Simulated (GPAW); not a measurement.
# BN (R3m) in GPAW: a series of runs, part 2 of 2

GPAW 26.7.0. The steps go on from the part before.

### Step 4. Dielectric tensor, LDA

File run.py:

```python
import numpy as np
from ase import Atoms
from ase.dft.bandgap import bandgap
from ase.io import write
from gpaw import GPAW, PW
from gpaw.response.df import DielectricFunction

atoms = Atoms(['N', 'B'],
              cell=[[1.2511217832, 0.7223354983, 3.3729344033],
                    [-1.2511217832, 0.7223354983, 3.3729344033],
                    [0.0, -1.4446709966, 3.3729344033]],
              scaled_positions=[[0.6672382, 0.6672382, 0.6672382],
                                [0.0003288, 0.0003288, 0.0003288]],
              pbc=True)

calc = GPAW(mode=PW(600),
            xc='LDA',
            kpts={'size': (10, 10, 10), 'gamma': True},
            occupations={'name': 'fermi-dirac', 'width': 0.001},
            nbands=11,
            convergence={'density': 1e-06},
            maxiter=150,
            txt='gpaw.txt')
atoms.calc = calc
energy = atoms.get_potential_energy()
calc.write('gs.gpw')
write('result.traj', atoms)
print(f'Energy: {energy:.6f} eV')
print('Fermi level:', round(calc.get_fermi_level(), 4), 'eV')
print(f'Gap: {bandgap(calc)[0]:.4f} eV, direct: {bandgap(calc, direct=True)[0]:.4f} eV')

for size in [(20, 20, 20), (28, 28, 28)]:
    name = 'x'.join(str(n) for n in size)
    dense = calc.fixed_density(kpts={'size': size, 'gamma': True},
                               nbands=30, convergence={'bands': 24, 'eigenstates': 1e-7},
                               update_fermi_level=True, txt=f'dense-{name}.txt')
    dense.write(f'{name}.gpw', mode='all')
    df = DielectricFunction(f'{name}.gpw', frequencies=np.array([0.0]), hilbert=False, eta=0.001,
                            ecut=80, nbands=24, intraband=False, txt=f'df-{name}.txt')
    for xc in ['RPA', 'ALDA_X', 'LR0.3']:
        for direction in ['x', 'y', 'z', [0, 1, 1], [1, 0, 1], [1, 1, 0]]:
            e0, e = df.get_macroscopic_dielectric_constant(xc=xc, direction=direction)
            print(f'{name} {xc} {direction}: {e0:.4f} without, {e:.4f} with local fields')
```

Potentials or basis: the program's PAW data sets (release 1.2.1) made for this functional, pw.

Command:

```sh
$ OMP_NUM_THREADS=1 python run.py
```

gpaw.txt:

```text
__  _  _
 | _ |_)|_||  |
 |__||  | ||/\| - 26.7.0

Input parameters:
  mode=PW(ecut=600.0),
  convergence={'density': 1e-06},
  kpts=MonkhorstPack(size=(10, 10, 10), gamma=True),
  maxiter=150,
  nbands=11,
  occupations=Occupations(name='fermi-dirac', width=0.001),
  xc=XC(name='LDA')

Diagonalizing LCAO Hamiltonian
Converting LCAO to pw mode

       N

       B

Atoms  # Å, Bohr magnetons
|   | symbol |         x |         y |        z |    initial magnetic moments |
|---|--------|-----------|-----------|----------|-----------------------------|
| 0 |      N |  0.000000 |  0.000000 | 6.751652 | ( 0.0000,  0.0000,  0.0000) |
| 1 |      B | -0.000000 | -0.000000 | 0.003327 | ( 0.0000,  0.0000,  0.0000) |

Unit cell  # Å
| periodic |         x |         y |        z |  lengths |    angles |
|----------|-----------|-----------|----------|----------|-----------|
|      yes |  1.251122 |  0.722335 | 3.372934 | 3.669300 | 39.871987 |
|      yes | -1.251122 |  0.722335 | 3.372934 | 3.669300 | 39.871987 |
|      yes |  0.000000 | -1.444671 | 3.372934 | 3.669300 | 39.871987 |

Number of symmetries: 6
Symmetry operations  # r_c * U_cc + t_c -> r_c
|   | kind |            matrix            |
|---|------|------------------------------|
| 0 |  E   |  1, 0, 0,  0, 1, 0,  0, 0, 1 |
| 1 |  σ   |  1, 0, 0,  0, 0, 1,  0, 1, 0 |
| 2 |  σ   |  0, 1, 0,  1, 0, 0,  0, 0, 1 |
| 3 |  C3  |  0, 1, 0,  0, 0, 1,  1, 0, 0 |
| 4 |  C3  |  0, 0, 1,  1, 0, 0,  0, 1, 0 |
| 5 |  σ   |  0, 0, 1,  0, 1, 0,  1, 0, 0 |

[... 107 lines left out ...]
  SVD Regularization: 0.005
  Good broyden scale: 1.0
  Trust region scale: 1.0
  Backstep threshold: 4.0
  History deletion threshold: 6.0
  Fourier metric: weight=20.0, sigma=0.015

occupation numbers:
  Fermi-Dirac:
    width: 0.0010  # eV

poisson solver:
  ecut: 4800.0  # eV

xc functional:
  name: None

convergence criteria:
- Maximum integral of absolute [dens]ity change: 1e-06 electrons / valence electron
- Maximum [total energy] change in last 3 cyles: 0.0005 eV / valence electron
- Maximum integral of absolute [eigenst]ate change: 4e-08 eV^2 / valence electron
maximum number of iterations: 150

SCF iterations
|iter     | |      energy | eigst |  dens |
|---------|-|-------------|-------|-------|
|iter:   1| |  -20.870383 | +0.45 |       |
|iter:   2| |  -20.534582 | -1.37 | -0.64 |
|iter:   3| |  -19.206912 | -1.06 | -0.69 |
|iter:   4| |  -19.172383 | -2.52 | -1.34 |
|iter:   5| |  -19.168727 | -3.32 | -1.74 |
|iter:   6| |  -19.168652c| -4.68 | -2.34 |
|iter:   7| |  -19.168652c| -6.38 | -3.53 |
|iter:   8| |  -19.168652c| -7.81c| -4.12 |
|iter:   9| |  -19.168652c| -8.63c| -5.45 |
|iter:  10| |  -19.168652c| -9.55c| -6.14c|

Converged in 10 steps
Energy contributions relative to reference atoms: (reference = -2133.488728)

Energy contributions:
  Kinetic:          16.961014
  Coulomb:         -16.928514
  Zero:             -0.004021
  External:          0.000000
  Xc:              -19.197131
  Entropy:          -0.000000
  Spinorbit:         0.000000
  ----------------------------
  Free energy:     -19.168652
  Extrapolated:    -19.168652

dipole moment: (0.000000, -0.000000, -13.603121)  # |e|*Ang

Fermi level: 4.432
Eigenvalues  # (at kpt = [0.000, 0.000, 0.000])
| band index |      eig [eV] | occ [0-2] |
|------------|---------------|-----------|
|          0 |       -14.007 |     2.000 |
|          1 |        -0.622 |     2.000 |
|          2 |         2.299 |     2.000 |
|          3 |         2.299 |     2.000 |
|          4 |         8.429 |     0.000 |
|          5 |        15.162 |     0.000 |
|          6 |        15.162 |     0.000 |
|          7 |        16.568 |     0.000 |
|          8 |        18.376 |     0.000 |
|          9 |        29.239 |     0.000 |
|         10 |        31.028 |     0.000 |

Gap: 4.058 eV
Transition (v -> c):
  (s=0, k=22, n=3, [0.30, 0.00, -0.30]) -> (s=0, k=110, n=4, [0.50, 0.50, 0.00])
Direct/indirect transitions are different
Direct gap: 4.749 eV
Transition at: (s=0, k=22, n=3, [0.30, 0.00, -0.30])
# Writing to gs.gpw (mode='')
```

stdout:

```text
<dir> UserWarning: The angles between your unit-cell vectors are 39.9, 39.9 and 39.9 degrees.  Results may be wrong!  Please Niggli-reduce your unit-cell so that the angles are closer to 90 degrees:

  from ase.build import niggli_reduce
  niggli_reduce(atoms)

  warnings.warn(
Energy: -19.168652 eV
[... 28 lines left out ...]
28x28x28 ALDA_X z: 3.0233 without, 2.6624 with local fields
28x28x28 ALDA_X [0, 1, 1]: 3.9928 without, 3.7485 with local fields
28x28x28 ALDA_X [1, 0, 1]: 3.9928 without, 3.7485 with local fields
28x28x28 ALDA_X [1, 1, 0]: 4.9624 without, 4.8346 with local fields
28x28x28 LR0.3 x: 4.9624 without, 5.0945 with local fields
28x28x28 LR0.3 y: 4.9624 without, 5.0945 with local fields
28x28x28 LR0.3 z: 3.0233 without, 2.5963 with local fields
28x28x28 LR0.3 [0, 1, 1]: 3.9928 without, 3.8105 with local fields
28x28x28 LR0.3 [1, 0, 1]: 3.9928 without, 3.8105 with local fields
28x28x28 LR0.3 [1, 1, 0]: 4.9624 without, 5.0945 with local fields
```

It took 22 min on 1 thread of Arm Neoverse V2, shared host; peak memory 1.5 GiB.

What came out:

* Free energy: -19.1687 eV
* Band gap on the k mesh: 4.06 eV, indirect (least direct gap 4.75 eV)
* Electronic dielectric tensor (diagonal): 4.73, 4.73, 2.53

Electronic dielectric tensor:
```
4.73 0.00 0.00
0.00 4.73 0.00
0.00 0.00 2.53
```

Caveat: the long-wavelength limit can be off by a per cent or two; the program warned that so skewed a cell can give wrong results. A k mesh can miss the band edges.
